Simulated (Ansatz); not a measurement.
# In (Im-3m) in Ansatz: further runs

One crystal, In, is run at these levels: PBEsol; tasks: single point, equation of state.

Program: Ansatz 0.2.0. These are calculated values, not measurements. Logs are shortened: lines on timing, memory, paths and dates and some standing lists are left out, and cuts for length are marked.

### Step 1. Starting point

Symmetry: Im-3m, No. 229, cubic system. The conventional cell has a = 3.765 Å, b = 3.765 Å, c = 3.765 Å, α = 90.00°, β = 90.00°, γ = 90.00°. In (site symmetry m-3m) is surrounded by 8 In at 3.26 Å.

This isn't the form of In at room conditions, which is tetragonal.

### Step 2. Single point, PBEsol, 25.08 Å³/atom (volume scaled by 0.94)

Input file input.yaml:

```yaml
crystal:
  lattice:
    - [-1.8440955744, 1.8440955744, 1.8440955744]
    - [1.8440955744, -1.8440955744, 1.8440955744]
    - [1.8440955744, 1.8440955744, -1.8440955744]
  atoms:
    - { symbol: In, position: [0.0, 0.0, 0.0] }
hamiltonian:
  xc: pbesol
  pseudopotentials: { kind: paw }
kpoints:
  mp_grid: { grid: [10, 10, 10] }
scf:
  occupations: { method: fermi_dirac, width: 0.05 }
output:
  forces: true
  stress: true
  eigenvalues: true
```

Potentials or basis: Ansatz PAW.

Command:

```console
$ ansatz run input.yaml --threads 2 --pin off --max-ram 5632MiB --backend cpu --events-out ev --progress --plain --runs-dir out
```

Standard output:

```text
Warning: RAYON_NUM_THREADS=2 ignored (pool sized by the plan → 2); use --threads N
Engine: ansatz 0.2.0, x86_64-unknown-linux-gnu
Pseudopotentials: kind: paw
Pseudopotential: In, paw, valence charge 13, recommended cutoff 420 eV (normal), In.paw.azcp
Functional definition: PBEsol
  exchange = pbesol_x
  correlation = pbesol_c
Crystal: 1 atoms, lattice volume = 25.085 Å³
Basis set: ecut = 420 eV, 459 PW (Γ), exchange–correlation on 48×48×48 points (8 copies of the dense FFT grid, shifted against one another)
Bands: 11, of which v1, the nominal top of the filled ones, is band 7 counted from 1 (6 counted from 0)
Symmetry: 48 space group operations
Space group: Im-3m (ITA 229), of the structure as read, at distance tolerance 2.9e-5 Å
k-points: 47 of 1000
Non-local potential: In, projectors of the file, l = 0: 2, l = 1: 2, l = 2: 2, l = 3: 2
PAW form: soft (Blöchl's): semilocal exchange-correlation on the pseudo side does not see the compensation charge
PAW frozen core: In, regenerated for the run's functional, and the local potential with it (the file was generated under x = pbe(κ = 0.804, μ = 0.2195149727645171), c = pbe(β = 0.06672455060314922))
PAW one-centre angular grid: In, 590 points (default); XC on 64 Gauss nodes
Initial density: superposition of atomic densities (neutral atoms: chi_scale 0, normalization atom), corrected by the library's trained network
Initial wavefunctions: pseudopotential atomic-orbital guess
Functional: x = pbesol(κ = 0.804, μ = 0.12345679012345678), c = pbesol(β = 0.046)
SCF iter   1: F=—  HF=-5525.400479 eV  |F-HF|=—  |Δ(HF+E_count)|=         —  Δρ=3.31e-3  dr2=2.52e-3  ethr=1.77e-3  ⟨swp⟩=5.4  Hψ=3113  notcnv=0
preconditioner: auto → Kerker (q_TF=auto, 2.445 Å⁻¹)  [metal: Δε(μ)=0.090 eV  Ē_g=19.990 eV  σ=0.050 eV  W_gap=0.42  n_scr=12 (ndim 8)  ℏωp=26.7 eV  f_vac=0.000  D(μ)=0.61/eV (n_scr^D=0)]
SCF iter   2: F=—  HF=-5525.398791 eV  |F-HF|=—  |Δ(HF+E_count)|=   1.69e-3  Δρ=1.31e-3  dr2=4.91e-4  ethr=1.94e-5  ⟨swp⟩=1.9  Hψ=1090  notcnv=0
SCF iter   3: F=—  HF=-5525.398584 eV  |F-HF|=—  |Δ(HF+E_count)|=   2.07e-4  Δρ=3.53e-4  dr2=2.10e-5  ethr=3.77e-6  ⟨swp⟩=2.2  Hψ=775  notcnv=0  defer=3
SCF iter   4: F=—  HF=-5525.398580 eV  |F-HF|=—  |Δ(HF+E_count)|=   3.96e-6  Δρ=1.69e-4  dr2=6.34e-6  ethr=1.61e-7  ⟨swp⟩=2.0  Hψ=753  notcnv=0  defer=3
SCF iter   5: F=—  HF=-5525.398577 eV  |F-HF|=—  |Δ(HF+E_count)|=   3.19e-6  Δρ=3.06e-5  dr2=1.37e-7  ethr=4.88e-8  ⟨swp⟩=2.0  Hψ=804  notcnv=0  defer=3
SCF iter   6: F=-5525.398577 eV  HF=-5525.398577 eV  |F-HF|=1.17e-9  |Δ(HF+E_count)|=   4.43e-8  Δρ=3.63e-6  dr2=2.19e-9  ethr=7.69e-10  ⟨swp⟩=5.7  Hψ=2274  notcnv=0
SCF 1 converged in 6 iterations: F = -5525.398577 eV  dr2 = 2.19e-9
SCF converged after 6 iterations
Free energy (F): -5525.398577 eV
Harris-Foulkes:  -5525.398577 eV  (|F-HF|=1.17e-9)
Internal energy: -5525.393816 eV  (E = F + TS)
E sigma→0 (E₀):  -5525.396197 eV
Entropy (-TS):   -0.004761 eV (-4.761 meV/atom)
Fermi energy:    10.619605 eV
--- Per-component energies (eV) ---
  E_band       = -17.692181
  E_kinetic    = 242.099895
  E_local      = -1049.693809  (includes V_loc(G=0)·N_el)
  E_nonlocal   = 367.370392
  E_hartree    = 410.919686
  E_xc         = -214.417251
  E_vxc        = -100.891137  (∫ρ·V_xc dr)
  E_paw        = -4081.290233  (= ΣΔE_a)
  E_vpaw       = -298.415666  (= ΣTr[D̂ρ^β])
  E_aug_tail   = 0.000025  (compensation charges beyond the density's cutoff)
  E_ewald      = -1200.618423
  E_core_change = 0.235902  (= ΣΔE_core)
  E_smearing   = -0.004761  (= −TS)
  E_closure    = 0.000000  (closes the sum)
  Σ components = -5525.398577   (vs F -5525.398577, Δ=0.00e0)
--- Forces (eV/Å), atoms counted from 1 ---
  atom   1  In    -0.00000000     0.00000000    -0.00000000
  max |Σ_I F_I| component: 1.31e-31 eV/Å
--- Stress (GPa, compression-positive) ---
        1.217568       0.000000      -0.000000
        0.000000       1.217568      -0.000000
        0.000000       0.000000       1.217568
  P = ⅓ Tr σ = 1.2176 GPa (12.176 kbar)
--- Band table (eV; the first three rows and the last of 47) ---
  k-point 0: bands = ["-3.9663", "-3.9663", "-3.9663", "-3.6535", "-3.6535", "0.8355", "22.2575", "22.2575", "22.2575", "23.8046", "23.8046"]
  k-point 1: bands = ["-3.9787", "-3.9560", "-3.9202", "-3.6665", "-3.6539", "1.0756", "19.9904", "21.1894", "21.6109", "22.9022", "23.1613"]
  k-point 2: bands = ["-4.0110", "-3.9434", "-3.7972", "-3.6913", "-3.6546", "1.8061", "16.3362", "19.4898", "20.2862", "22.1478", "22.2589"]
  k-point 46: bands = ["-4.0971", "-4.0971", "-3.5064", "-3.5064", "-3.5064", "11.9353", "11.9353", "11.9353", "12.0096", "16.0514", "16.0514"]
```

Wall time 2.1 s (2 threads of AMD EPYC (Zen 3), shared host); peak memory 0.3 GiB.

What came out:

* Free energy: -5525.3986 eV
* Pressure: 1.2 GPa
* Band gap on the k mesh: none (metal or under the smearing width)

Caveat: the PAW data sets come from PBE, with cores solved anew for the run's functional, which leaves a small shift of forces and pressure.

### Step 3. Single point, PBEsol, 25.62 Å³/atom (volume scaled by 0.96)

Edit input.yaml of step 2 so:

```diff
@@ -2,5 +2,5 @@
   lattice:
-    - [-1.8440955744, 1.8440955744, 1.8440955744]
-    - [1.8440955744, -1.8440955744, 1.8440955744]
-    - [1.8440955744, 1.8440955744, -1.8440955744]
+    - [-1.8570825908, 1.8570825908, 1.8570825908]
+    - [1.8570825908, -1.8570825908, 1.8570825908]
+    - [1.8570825908, 1.8570825908, -1.8570825908]
   atoms:
```

Potentials or basis: Ansatz PAW.

Command:

```console
$ ansatz run input.yaml --threads 2 --pin off --max-ram 5632MiB --backend cpu --events-out ev --progress --plain --runs-dir out
```

It took 2.2 s on 2 threads of AMD EPYC (Zen 3), shared host; peak memory 0.3 GiB.

Results (log left out):

| Item | Value |
| --- | --- |
| Free energy | -5525.4010 eV |
| Pressure | 0.3 GPa |
| Band gap on the k mesh | none (metal or under the smearing width) |

Caveat: the PAW data sets come from PBE, with cores solved anew for the run's functional, which leaves a small shift of forces and pressure.

### Step 4. Single point, PBEsol, 26.15 Å³/atom (volume scaled by 0.98)

Edit input.yaml of step 3 so:

```diff
@@ -2,5 +2,5 @@
   lattice:
-    - [-1.8570825908, 1.8570825908, 1.8570825908]
-    - [1.8570825908, -1.8570825908, 1.8570825908]
-    - [1.8570825908, 1.8570825908, -1.8570825908]
+    - [-1.8698904617, 1.8698904617, 1.8698904617]
+    - [1.8698904617, -1.8698904617, 1.8698904617]
+    - [1.8698904617, 1.8698904617, -1.8698904617]
   atoms:
```

Command:

```console
$ ansatz run input.yaml --threads 2 --pin off --max-ram 5632MiB --backend cpu --events-out ev --progress --plain --runs-dir out
```

It took 2.3 s on 2 threads of AMD EPYC (Zen 3), shared host; peak memory 0.3 GiB.

It converged, with:

```yaml
Free_energy: -5525.4004 eV
Pressure: -0.6 GPa
Band_gap_on_the_k_mesh: none (metal or under the smearing width)
```

Caveat: the PAW data sets come from PBE, with cores solved anew for the run's functional, which leaves a small shift of forces and pressure.

### Step 5. Single point, PBEsol, 26.69 Å³/atom

Edit input.yaml of step 4 so:

```diff
@@ -2,5 +2,5 @@
   lattice:
-    - [-1.8698904617, 1.8698904617, 1.8698904617]
-    - [1.8698904617, -1.8698904617, 1.8698904617]
-    - [1.8698904617, 1.8698904617, -1.8698904617]
+    - [-1.88252524, 1.88252524, 1.88252524]
+    - [1.88252524, -1.88252524, 1.88252524]
+    - [1.88252524, 1.88252524, -1.88252524]
   atoms:
```

Command:

```console
$ ansatz run input.yaml --threads 2 --pin off --max-ram 5632MiB --backend cpu --events-out ev --progress --plain --runs-dir out
```

Run time: 2.9 s. Hardware: 2 threads of AMD EPYC (Zen 3), shared host; peak memory 0.3 GiB.

The run converged. Its results:

- Free energy: -5525.3972 eV
- Pressure: -1.3 GPa
- Band gap on the k mesh: none (metal or under the smearing width)

Caveat: the PAW data sets come from PBE, with cores solved anew for the run's functional, which leaves a small shift of forces and pressure.

### Step 6. Single point, PBEsol, 27.22 Å³/atom (volume scaled by 1.02)

Input file input.yaml:

```yaml
crystal:
  lattice:
    - [-1.8949926579, 1.8949926579, 1.8949926579]
    - [1.8949926579, -1.8949926579, 1.8949926579]
    - [1.8949926579, 1.8949926579, -1.8949926579]
  atoms:
    - { symbol: In, position: [0.0, 0.0, 0.0] }
hamiltonian:
  xc: pbesol
  pseudopotentials: { kind: paw }
kpoints:
  mp_grid: { grid: [10, 10, 10] }
scf:
  occupations: { method: fermi_dirac, width: 0.05 }
output:
  forces: true
  stress: true
  eigenvalues: true
  write_density: true
  write_potential: true
  elf: true
  volumetric_format: npy
```

Potentials or basis: Ansatz PAW.

Command:

```console
$ ansatz run input.yaml --threads 2 --pin off --max-ram 5632MiB --backend cpu --events-out ev --progress --plain --runs-dir out
```

Wall time 2.6 s (2 threads of AMD EPYC (Zen 3), shared host); peak memory 0.31 GiB.

Results (log left out):

| Quantity | Value |
| --- | --- |
| Free energy | -5525.3916 eV |
| Pressure | -2.0 GPa |
| Band gap on the k mesh | none (metal or under the smearing width) |

Caveat: the PAW data sets come from PBE, with cores solved anew for the run's functional, which leaves a small shift of forces and pressure.

### Step 7. Single point, PBEsol, 27.75 Å³/atom (volume scaled by 1.04)

Input file input.yaml:

```yaml
crystal:
  lattice:
    - [-1.9072981498, 1.9072981498, 1.9072981498]
    - [1.9072981498, -1.9072981498, 1.9072981498]
    - [1.9072981498, 1.9072981498, -1.9072981498]
  atoms:
    - { symbol: In, position: [0.0, 0.0, 0.0] }
hamiltonian:
  xc: pbesol
  pseudopotentials: { kind: paw }
kpoints:
  mp_grid: { grid: [10, 10, 10] }
scf:
  occupations: { method: fermi_dirac, width: 0.05 }
output:
  forces: true
  stress: true
  eigenvalues: true
```

Command:

```console
$ ansatz run input.yaml --threads 2 --pin off --max-ram 5632MiB --backend cpu --events-out ev --progress --plain --runs-dir out
```

Wall time 2.2 s (2 threads of AMD EPYC (Zen 3), shared host); peak memory 0.3 GiB.

The run converged. Its results:

```yaml
Free_energy: -5525.3839 eV
Pressure: -2.6 GPa
Band_gap_on_the_k_mesh: none (metal or under the smearing width)
```

Caveat: the PAW data sets come from PBE, with cores solved anew for the run's functional, which leaves a small shift of forces and pressure.

### Step 8. Single point, PBEsol, 28.29 Å³/atom (volume scaled by 1.06)

Input file input.yaml:

```yaml
crystal:
  lattice:
    - [-1.9194468732, 1.9194468732, 1.9194468732]
    - [1.9194468732, -1.9194468732, 1.9194468732]
    - [1.9194468732, 1.9194468732, -1.9194468732]
  atoms:
    - { symbol: In, position: [0.0, 0.0, 0.0] }
hamiltonian:
  xc: pbesol
  pseudopotentials: { kind: paw }
kpoints:
  mp_grid: { grid: [10, 10, 10] }
scf:
  occupations: { method: fermi_dirac, width: 0.05 }
output:
  forces: true
  stress: true
  eigenvalues: true
  write_density: true
  write_potential: true
  elf: true
  volumetric_format: npy
```

Command:

```console
$ ansatz run input.yaml --threads 2 --pin off --max-ram 5632MiB --backend cpu --events-out ev --progress --plain --runs-dir out
```

Wall time 3.3 s (2 threads of AMD EPYC (Zen 3), shared host); peak memory 0.31 GiB.

Results (log left out):

| Item | Value |
| --- | --- |
| Free energy | -5525.3744 eV |
| Pressure | -3.1 GPa |
| Band gap on the k mesh | none (metal or under the smearing width) |

Caveat: the PAW data sets come from PBE, with cores solved anew for the run's functional, which leaves a small shift of forces and pressure.

### Step 9. Equation of state, PBEsol

Potentials or basis: Ansatz PAW.

This step only gathers the single runs of the series.

Results:

* Equilibrium volume: 25.77 Å³/atom
* Bulk modulus: 42 GPa
* Pressure derivative of the bulk modulus: 4.8

Energy against volume, from the lowest point:
| volume (Å³/atom) | energy (meV/atom) |
| --- | --- |
| 25.085 | 2.41 |
| 25.618 | 0.00 |
| 26.152 | 0.60 |
| 26.686 | 3.83 |
| 27.220 | 9.40 |
| 27.753 | 17.07 |
| 28.287 | 26.59 |
